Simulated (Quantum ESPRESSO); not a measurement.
# Zr (P6_3/mmc) in Quantum ESPRESSO: a series of runs

The runs below take Zr through phonons, with PBEsol.

Program: Quantum ESPRESSO 7.5. These are calculated values, not measurements. Logs are shortened: lines on timing, memory, paths and dates and some standing lists are left out, and cuts for length are marked.

## (1) The structure

Symmetry: P6_3/mmc, No. 194, hexagonal system. The conventional cell has a = 3.232 Å, b = 3.232 Å, c = 5.147 Å, α = 90.00°, β = 90.00°, γ = 120.00°. Zr (site symmetry -6m2) is surrounded by 12 Zr at 3.18 to 3.23 Å.

## (2) Phonons, PBEsol

pw.in

```
&CONTROL
  calculation = 'scf'
  prefix = 'pwscf'
  outdir = './tmp'
  pseudo_dir = './pseudo'
  tprnfor = .true.
  tstress = .true.
  disk_io = 'low'
/
&SYSTEM
  ibrav = 0
  nat = 2
  ntyp = 1
  ecutwfc = 45
  ecutrho = 360
  nbnd = 19
  occupations = 'smearing'
  smearing = 'mv'
  degauss = 0.01469973
/
&ELECTRONS
  conv_thr = 4d-10
  electron_maxstep = 120
  mixing_beta = 0.5
/
ATOMIC_SPECIES
Zr    91.2240 zr_pbesol_v1.uspp.F.UPF
CELL_PARAMETERS bohr
   6.1075948348    0.0000000000    0.0000000000
  -3.0537974174    5.2893322829    0.0000000000
   0.0000000000    0.0000000000    9.7264203634
ATOMIC_POSITIONS bohr
Zr     3.0537974177    1.7631107608    7.2948152726
Zr    -0.0000000003    3.5262215221    2.4316050909
K_POINTS automatic
8 8 4 0 0 0
```

relax.in

```
&CONTROL
  calculation = 'vc-relax'
  prefix = 'pwscf'
  outdir = './tmp'
  pseudo_dir = './pseudo'
  tprnfor = .true.
  tstress = .true.
  disk_io = 'low'
  nstep = 40
  forc_conv_thr = 0.0001
  etot_conv_thr = 1d-06
/
&SYSTEM
  ibrav = 0
  nat = 2
  ntyp = 1
  ecutwfc = 45
  ecutrho = 360
  nbnd = 19
  occupations = 'smearing'
  smearing = 'mv'
  degauss = 0.01469973
/
&ELECTRONS
  conv_thr = 4d-10
  electron_maxstep = 120
  mixing_beta = 0.5
/
&IONS
  ion_dynamics = 'bfgs'
/
&CELL
  cell_dynamics = 'bfgs'
  press = 0
  press_conv_thr = 0.2
/
ATOMIC_SPECIES
Zr    91.2240 zr_pbesol_v1.uspp.F.UPF
CELL_PARAMETERS bohr
   6.1075948348    0.0000000000    0.0000000000
  -3.0537974174    5.2893322829    0.0000000000
   0.0000000000    0.0000000000    9.7264203634
ATOMIC_POSITIONS bohr
Zr     3.0537974177    1.7631107608    7.2948152726
Zr    -0.0000000003    3.5262215221    2.4316050909
K_POINTS automatic
8 8 4 0 0 0
```

scf2.in

```
&CONTROL
  calculation = 'scf'
  prefix = 'pwscf'
  outdir = './tmp'
  pseudo_dir = './pseudo'
  tprnfor = .true.
  tstress = .true.
  disk_io = 'low'
/
&SYSTEM
  ibrav = 0
  nat = 2
  ntyp = 1
  ecutwfc = 45
  ecutrho = 360
  nbnd = 19
  occupations = 'smearing'
  smearing = 'mv'
  degauss = 0.01469973
/
&ELECTRONS
  conv_thr = 1d-13
  electron_maxstep = 120
  mixing_beta = 0.5
  startingpot = 'file'
  startingwfc = 'file'
/
ATOMIC_SPECIES
Zr    91.2240 zr_pbesol_v1.uspp.F.UPF
CELL_PARAMETERS bohr
   6.0389837832    0.0000000000    0.0000000000
  -3.0194918915    5.2299133692    0.0000000000
   0.0000000000    0.0000000000    9.6313865369
ATOMIC_POSITIONS bohr
Zr     3.0194918920    1.7433044562    7.2235399026
Zr    -0.0000000002    3.4866089130    2.4078466342
K_POINTS automatic
8 8 4 0 0 0
```

ph.in

```
phonons of Zr
&INPUTPH
  prefix = 'pwscf'
  outdir = './tmp'
  tr2_ph = 1d-16
  fildyn = 'dyn'
  niter_ph = 60
  alpha_mix(1) = 0.4
/
0.0000000000 0.0000000000 0.0000000000
```

dynmat.in

```
&INPUT
  fildyn = 'dyn'
  asr = 'crystal'
  filout = 'dynmat.disp'
  fileig = 'dynmat.eig'
/
```

Potentials or basis: GBRV 1.5 PBEsol.

Started as:

```console
> OMP_NUM_THREADS=1 pw.x -in pw.in > pw.out
> OMP_NUM_THREADS=1 pw.x -in relax.in > relax.out
> OMP_NUM_THREADS=1 pw.x -in scf2.in > scf2.out
> OMP_NUM_THREADS=1 ph.x -in ph.in > ph.out
> OMP_NUM_THREADS=1 dynmat.x -in dynmat.in > dynmat.out
```

pw.out:

```text
This program is part of the open-source Quantum ESPRESSO suite
     for quantum simulation of materials; please cite
         "P. Giannozzi et al., J. Phys.:Condens. Matter 21 395502 (2009);
         "P. Giannozzi et al., J. Phys.:Condens. Matter 29 465901 (2017);
         "P. Giannozzi et al., J. Chem. Phys. 152 154105 (2020);
     in publications or presentations arising from this work. More details at

     Message from routine setup:
     using ibrav=0 with symmetry is DISCOURAGED, use correct ibrav instead

     G-vector sticks info
     --------------------
     sticks:   dense  smooth     PW     G-vecs:    dense   smooth      PW
     Sum         925     463    151                36347    12827    2189

     Using Slab Decomposition

     bravais-lattice index     =            0
     lattice parameter (alat)  =       6.1076  a.u.
     unit-cell volume          =     314.2130 (a.u.)^3
     number of atoms/cell      =            2
     number of atomic types    =            1
     number of electrons       =        24.00
     number of Kohn-Sham states=           19
     kinetic-energy cutoff     =      45.0000  Ry
     charge density cutoff     =     360.0000  Ry
     scf convergence threshold =      4.0E-10
     mixing beta               =       0.5000
     number of iterations used =            8  plain     mixing
     Exchange-correlation= SLA  PW   PSX  PSC
                           (   1   4  10   8   0   0   0)

     celldm(1)=   6.107595  celldm(2)=   0.000000  celldm(3)=   0.000000
     celldm(4)=   0.000000  celldm(5)=   0.000000  celldm(6)=   0.000000

     crystal axes: (cart. coord. in units of alat)
               a(1) = (   1.000000   0.000000   0.000000 )
               a(2) = (  -0.500000   0.866025   0.000000 )
               a(3) = (   0.000000   0.000000   1.592512 )

     reciprocal axes: (cart. coord. in units 2 pi/alat)
               b(1) = (  1.000000  0.577350 -0.000000 )
               b(2) = (  0.000000  1.154701  0.000000 )
               b(3) = (  0.000000 -0.000000  0.627939 )

     PseudoPot. # 1 for Zr read from file:
     zr_pbesol_v1.uspp.F.UPF
     Pseudo is Ultrasoft + core correction, Zval = 12.0
     Generated by new atomic code, or converted to UPF format
     Using radial grid of  887 points,  6 beta functions with:
                l(1) =   0
                l(2) =   0
                l(3) =   1
                l(4) =   1
                l(5) =   2
                l(6) =   2
     Q(r) pseudized with  6 coefficients,  rinner =    1.200   1.200   1.200
                                                       1.200   1.200

     atomic species   valence    mass     pseudopotential
     Zr               12.00    91.22400     Zr( 1.00)

     24 Sym. Ops., with inversion, found (12 have fractional translation)

   Cartesian axes

     site n.     atom                  positions (alat units)
         1        Zr     tau(   1) = (   0.5000000   0.2886751   1.1943843  )
         2        Zr     tau(   2) = (  -0.0000000   0.5773503   0.3981281  )

     number of k points=    30  Marzari-Vanderbilt smearing, width (Ry)=  0.0147
                       cart. coord. in units 2pi/alat
        k(    1) = (   0.0000000   0.0000000   0.0000000), wk =   0.0078125
        k(    2) = (   0.0000000   0.0000000   0.1569847), wk =   0.0156250
        k(    3) = (   0.0000000   0.0000000  -0.3139693), wk =   0.0078125
        k(    4) = (   0.0000000   0.1443376   0.0000000), wk =   0.0468750
        k(    5) = (   0.0000000   0.1443376   0.1569847), wk =   0.0937500
        k(    6) = (   0.0000000   0.1443376  -0.3139693), wk =   0.0468750
[... 22 lines left out ...]
        k(   29) = (   0.2500000   0.5773503   0.1569847), wk =   0.0937500
        k(   30) = (   0.2500000   0.5773503  -0.3139693), wk =   0.0468750

     Dense  grid:    36347 G-vectors     FFT dimensions: (  40,  40,  60)

     Smooth grid:    12827 G-vectors     FFT dimensions: (  27,  27,  48)

     Initial potential from superposition of free atoms

     starting charge      23.9961, renormalised to      24.0000

     negative rho (up, down):  1.209E-01 0.000E+00
     Starting wfcs are   26 randomized atomic wfcs

     Self-consistent Calculation

     iteration #  1     ecut=    45.00 Ry     beta= 0.50
     Davidson diagonalization with overlap
     ethr =  1.00E-02,  avg # of iterations =  2.0

     Threshold (ethr) on eigenvalues was too large:
     Diagonalizing with lowered threshold

     Davidson diagonalization with overlap
     ethr =  1.38E-04,  avg # of iterations =  2.1

     negative rho (up, down):  1.219E-01 0.000E+00

     total energy              =    -198.25870729 Ry
     estimated scf accuracy    <       0.03829290 Ry

     iteration #  2     ecut=    45.00 Ry     beta= 0.50
     Davidson diagonalization with overlap
     ethr =  1.60E-04,  avg # of iterations =  2.0
[... 51 lines left out ...]
     iteration #  8     ecut=    45.00 Ry     beta= 0.50
     Davidson diagonalization with overlap
     ethr =  1.75E-12,  avg # of iterations =  3.6

     negative rho (up, down):  1.237E-01 0.000E+00

     End of self-consistent calculation

          k = 0.0000 0.0000 0.0000 (  1617 PWs)   bands (ev):

   -34.7239 -34.5678 -13.2760 -12.4054 -12.4054 -12.2624 -12.2624 -12.2597
     8.3569  10.9855  14.8780  14.8780  15.0361  15.2096  15.5721  15.5721
    16.1517  16.1517  18.4651

          k = 0.0000 0.0000 0.1570 (  1605 PWs)   bands (ev):

   -34.7014 -34.5910 -13.1357 -12.4180 -12.3846 -12.3846 -12.2835 -12.2835
     8.8642  10.8945  14.4535  14.6636  14.7056  14.7056  15.2369  15.2369
    16.8333  16.8333  18.5289
[... 55 lines left out ...]
          k = 0.0000 0.4330-0.3140 (  1598 PWs)   bands (ev):

   -34.5738 -34.5738 -13.0937 -13.0937 -12.5119 -12.5119 -12.4715 -12.4715
    11.2298  11.2298  13.0885  13.0885  15.0756  15.0756  16.1842  16.1842
    18.5719  18.5719  18.7738

          k = 0.0000-0.5774 0.0000 (  1594 PWs)   bands (ev):

   -34.5867 -34.5357 -13.1042 -12.9306 -12.8398 -12.6155 -12.5127 -12.3706
    11.4530  11.5076  11.8824  13.8174  14.5482  14.8036  15.4828  18.9285
    19.3367  19.3387  20.2041

          k = 0.0000-0.5774 0.1570 (  1584 PWs)   bands (ev):

   -34.5792 -34.5431 -13.1788 -13.0409 -12.6873 -12.5804 -12.4707 -12.4072
    11.0011  11.5443  12.8693  12.8915  14.9844  15.1656  15.7660  18.0161
    19.0418  19.2875  19.5365

          k = 0.0000-0.5774-0.3140 (  1596 PWs)   bands (ev):

   -34.5611 -34.5611 -13.1754 -13.1754 -12.5087 -12.5087 -12.4946 -12.4946
    11.1508  11.1508  12.9689  12.9689  15.6565  15.6565  16.2265  16.2265
    19.1637  19.1638  19.2588

          k = 0.1250 0.2165 0.0000 (  1621 PWs)   bands (ev):

   -34.6754 -34.5496 -13.1407 -12.6500 -12.5986 -12.4496 -12.3248 -12.3229
     9.5655  11.9772  13.4540  13.5050  14.8169  15.0024  15.7580  16.0133
    16.1320  16.8363  18.8820
[... 79 lines left out ...]
          k = 0.2500 0.5774-0.3140 (  1602 PWs)   bands (ev):

   -34.5522 -34.5522 -13.0726 -13.0726 -12.7652 -12.7652 -12.4255 -12.4255
    12.1292  12.1292  13.1690  13.1690  13.9752  13.9752  16.1081  16.1081
    18.5454  18.5454  21.5014

     the Fermi energy is    14.0639 ev

!    total energy              =    -198.26206933 Ry
     estimated scf accuracy    <          1.8E-11 Ry
     smearing contrib. (-TS)   =      -0.00057858 Ry
     internal energy E=F+TS    =    -198.26149075 Ry

     The total energy is F=E-TS. E is the sum of the following terms:
     one-electron contribution =     -35.97581295 Ry
     hartree contribution      =      27.14054682 Ry
     xc contribution           =     -35.28884402 Ry
     ewald contribution        =    -154.13738060 Ry

     convergence has been achieved in   8 iterations

     negative rho (up, down):  1.237E-01 0.000E+00

     Forces acting on atoms (cartesian axes, Ry/au):

     atom    1 type  1   force =    -0.00000000   -0.00000000    0.00000000
     atom    2 type  1   force =     0.00000000    0.00000000    0.00000000

     Total force =     0.000000     Total SCF correction =     0.000000

     Computing stress (Cartesian axis) and pressure

     negative rho (up, down):  1.237E-01 0.000E+00
          total   stress  (Ry/bohr**3)                   (kbar)     P=      -31.32
  -0.00021107   0.00000000   0.00000000          -31.05        0.00        0.00
   0.00000000  -0.00021107   0.00000000            0.00      -31.05        0.00
  -0.00000000   0.00000000  -0.00021650           -0.00        0.00      -31.85

=------------------------------------------------------------------------------=
   JOB DONE.
=------------------------------------------------------------------------------=
```

relax.out:

```text
This program is part of the open-source Quantum ESPRESSO suite
     for quantum simulation of materials; please cite
         "P. Giannozzi et al., J. Phys.:Condens. Matter 21 395502 (2009);
         "P. Giannozzi et al., J. Phys.:Condens. Matter 29 465901 (2017);
         "P. Giannozzi et al., J. Chem. Phys. 152 154105 (2020);
[... 2568 lines left out ...]
   0.00000000  -0.00000049  -0.00000000            0.00       -0.07       -0.00
   0.00000000  -0.00000000  -0.00000055            0.00       -0.00       -0.08

=------------------------------------------------------------------------------=
   JOB DONE.
=------------------------------------------------------------------------------=
```

scf2.out:

```text
This program is part of the open-source Quantum ESPRESSO suite
     for quantum simulation of materials; please cite
         "P. Giannozzi et al., J. Phys.:Condens. Matter 21 395502 (2009);
         "P. Giannozzi et al., J. Phys.:Condens. Matter 29 465901 (2017);
         "P. Giannozzi et al., J. Chem. Phys. 152 154105 (2020);
[... 341 lines left out ...]
   0.00000000  -0.00000047   0.00000000            0.00       -0.07        0.00
   0.00000000   0.00000000  -0.00000053            0.00        0.00       -0.08

=------------------------------------------------------------------------------=
   JOB DONE.
=------------------------------------------------------------------------------=
```

Wall time 4.4 min (1 thread of Arm Neoverse V2, shared host); peak memory 0.17 GiB.

Results:

```yaml
Free_energy: -2697.5077 eV
Relaxed_volume: 22.54 Å³/atom
Relaxed_cell: a = 3.196 Å, b = 3.196 Å, c = 5.097 Å, α = 90.00°, β = 90.00°, γ = 120.00°
Space_group_after_relaxing_to_0.05_Å: P6_3/mmc (No. 194)
Pressure_after_relaxing: 0.0 GPa
Band_gap_on_the_k_mesh: none (metal or under the smearing width)
Highest_phonon_frequency_at_Γ: 170 cm⁻¹
```

Step by step:
| step | energy change (eV) | largest force (eV/Å) | pressure (GPa) | volume (Å³) |
| --- | --- | --- | --- | --- |
| 1 | 0.0000 | 0.0000 | -3.13 | 46.56 |
| 2 | -0.0110 | 0.0000 | -1.62 | 45.82 |
| 3 | -0.0148 | 0.0000 | 0.06 | 45.05 |
| 4 | -0.0148 | 0.0000 | 0.00 | 45.08 |
| 5 | -0.0148 | 0.0000 | -0.02 | 45.09 |
| 6 | -0.0148 | 0.0000 | -0.02 | 45.08 |
| 7 | -0.0148 | 0.0000 | -0.01 | 45.08 |

Final structure:
```cif
data_structure
_symmetry_space_group_name_H-M 'P 1'
_symmetry_Int_Tables_number 1
_cell_length_a 3.1957
_cell_length_b 3.1957
_cell_length_c 5.0967
_cell_angle_alpha 90.000
_cell_angle_beta 90.000
_cell_angle_gamma 120.000
_cell_volume 45.08
loop_
_atom_site_label
_atom_site_type_symbol
_atom_site_fract_x
_atom_site_fract_y
_atom_site_fract_z
_atom_site_occupancy
Zr1 Zr 0.66667 0.33333 0.75000 1
Zr2 Zr 0.33333 0.66667 0.25000 1
```

Phonon frequencies in cm⁻¹ (negative: imaginary):
```tsv
q point	frequencies
(0.000, 0.000, 0.000)	1 1 2 68 68 170
```

Optical modes at Γ, degenerate ones joined:
```csv
cm⁻¹,components,symmetry,active in
68,2,E2g,Raman
170,1,B1g,silent
```

Caveat: the mesh is thin for the phonons of a metal.

[end of part 1 of 4]
